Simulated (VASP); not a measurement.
## Si: elastic constants with LDA

Crystal: Si.

```
Si
1.0
     0.00000    2.71550    2.71550
     2.71550    0.00000    2.71550
     2.71550    2.71550    0.00000
Si
2
Direct
  0.00000 0.00000 0.00000
  0.25000 0.25000 0.25000
```

| Item | Value |
| --- | --- |
| Program | VASP 6.6.1 |
| Task | elastic constants |
| Functional | LDA |
| Potentials or basis | VASP PAW LDA potentials, release 64 (Si) |
| Cutoff | 600 eV |
| k mesh | 10 × 10 × 10 |
| Occupations | fermi-dirac, width 0.02 eV |
| Spin | no spin polarisation |
| Ions in elastic constants | relaxed |
| Further INCAR settings | ALGO = Normal; EDIFF = 1e-08; IBRION = 6; POTIM = 0.015; NSW = 1; ISIF = 3 |

```json
{"Relaxed volume": "19.72 Å³/atom", "Relaxed cell": "a = 3.820 Å, b = 3.820 Å, c = 3.820 Å, α = 60.00°, β = 60.00°, γ = 60.00°", "Space group after relaxing (to 0.05 Å)": "Fd-3m (No. 227)", "Elastic constants C11, C12, C44": "161, 65, 76 GPa", "Voigt bulk modulus": "97 GPa", "Highest phonon frequency at Γ": "513 cm⁻¹"}
```

Step by step:
```tsv
step	energy change (eV)	largest force (eV/Å)	pressure (GPa)	volume (Å³)
1	0.0000	0.0000	-1.45	40.05
2	-0.0014	0.0000	1.07	39.01
3	-0.0028	0.0000	0.00	39.43
```

Final structure:
```
CELL_PARAMETERS angstrom
0.00000 2.70150 2.70150
2.70150 0.00000 2.70150
2.70150 2.70150 0.00000
ATOMIC_POSITIONS crystal
Si 0.00000 0.00000 0.00000
Si 0.25000 0.25000 0.25000
```

Phonon frequencies in cm⁻¹ (negative: imaginary):
| q point | frequencies |
| --- | --- |
| (0.000, 0.000, 0.000) | 0 0 0 513 513 513 |

Elastic tensor in Voigt notation (GPa, in the Cartesian axes of the cell as first typed):
```
161  65  65   0   0   0
 65 161  65   0   0   0
 65  65 161   0   0   0
  0   0   0  76   0   0
  0   0   0   0  76   0
  0   0   0   0   0  76
```

Clamped-ion elastic tensor (GPa):
```
161  65  65   0   0   0
 65 161  65   0   0   0
 65  65 161   0   0   0
  0   0   0 106   0   0
  0   0   0   0 106   0
  0   0   0   0   0 106
```

Run time: 3.4 min on 1 thread of Intel(R) Xeon(R) 6975P-C (Granite Rapids) (shared host), peak memory 0.27 GiB.
